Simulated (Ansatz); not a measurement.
Crystal: Zr.

```
CELL_PARAMETERS angstrom
3.23200 0.00000 0.00000
-1.61600 2.79899 0.00000
0.00000 0.00000 5.14700
ATOMIC_POSITIONS crystal
Zr 0.66667 0.33333 0.75000
Zr 0.33333 0.66667 0.25000
```

Base run:

| Item | Value |
| --- | --- |
| Program | Ansatz 0.2.0 |
| Functional | PBEsol |
| Potentials or basis | all-electron LAPW, scalar-relativistic |
| Cutoff | 174 eV (chosen from the basis error) |
| Basis error allowed | 0.001 eV/atom |
| k mesh | 9 × 9 × 5 |
| Occupations | fermi-dirac, width 0.05 eV |
| Spin | no spin polarisation |

Its results: pressure -3.3 GPa.

**Question.** The run is repeated on the same cell with these changes: functional from PBEsol to LDA. What comes out?

**Answer.** Pressure -6.1 GPa.

LDA binds more tightly than PBEsol, so the same cell stands under less pressure.
